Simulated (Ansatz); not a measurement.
## AlN in Ansatz: the effect of functional

Crystal: AlN.

```
Al N
1.0
     3.24450    0.00000    0.00000
    -1.62225    2.80982    0.00000
     0.00000    0.00000    4.10208
Al N
2 2
Direct
  0.66667 0.33333 0.25000
  0.33333 0.66667 0.75000
  0.66667 0.33333 0.75000
  0.33333 0.66667 0.25000
```

Measurements of this composition are mostly on another form, of space group No. 186.

The cell isn't the ideal one: volume scaled by 0.94.

Alike in all runs:

| Item | Value |
| --- | --- |
| Program | Ansatz 0.2.0 |
| Task | single point |
| Potentials or basis | Ansatz PAW |
| k mesh | 9 × 9 × 7 |
| Occupations | fermi-dirac, width 0.05 eV |
| Spin | no spin polarisation |

One run gave: gap on the mesh 3.63 eV; pressure 10.7 GPa. Which functional did it use?
A. r2SCAN
B. PBEsol
C. LDA

B.

```tsv
functional	cutoff	gap on the mesh (eV)	pressure (GPa)
r2SCAN	500 eV (not typed: the program's choice for these potentials)	4.31	9.4
LDA	420 eV (not typed: the program's choice for these potentials)	3.74	4.8
PBEsol	420 eV (not typed: the program's choice for these potentials)	3.63	10.7
```

Caveats: odd divisions of the mesh miss points on the zone boundary, where band edges often lie, so the gap on the mesh can be too wide; the PAW data sets come from PBE, with cores solved anew for the run's functional, which leaves a small shift of forces and pressure.

A k mesh can miss the band edges.
